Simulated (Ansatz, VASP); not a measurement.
## AlCr2C: VASP beside Ansatz

```
Al Cr C
1.0
     2.82510    0.00000    0.00000
    -1.41255    2.44661    0.00000
     0.00000    0.00000   12.60137
Al Cr C
2 4 2
Cartesian
  1.4126 0.8155 3.1503
  0.0000 1.6311 9.4510
  0.0000 1.6311 5.2288
  1.4126 0.8155 11.5295
  1.4126 0.8155 7.3725
  0.0000 1.6311 1.0719
  0.0000 0.0000 6.3007
  0.0000 0.0000 0.0000
```

The cell comes from a database or a generator and needn't be the stable form of this composition.

Alike in both runs: task single point; functional PBE; k mesh 9 × 9 × 2; occupations gaussian, width 0.1 eV; no spin polarisation.

|  | VASP | Ansatz |
| --- | --- | --- |
| version | VASP 6.6.1 | Ansatz 0.2.0 |
| potentials or method | VASP PAW PBE potentials, release 64 (Al, Cr_pv, C) | scalar-relativistic, plane waves, PAW |
| plane-wave cutoff (eV) | 520 | 420 |
| valence electrons in the cell | 62 | 70 |

```csv
,VASP,Ansatz,Ansatz less VASP
gap on the k mesh at the Fermi level (eV),none,none,-
pressure (GPa),3.7,3.6,-0.10
largest component of the traceless stress (GPa),0.09,0.21,+0.124
rms of the force components (eV/Å),0.018,0.000,-0.0178
```

Atom by atom the forces differ by 0.018 eV/Å (rms over components). A gap of «none» marks a metal or a gap that the smearing closes. The two sets of potentials don't hold the same shells in valence.

Spin polarisation is off, so any magnetic state and its effect on volume and gap are missing.
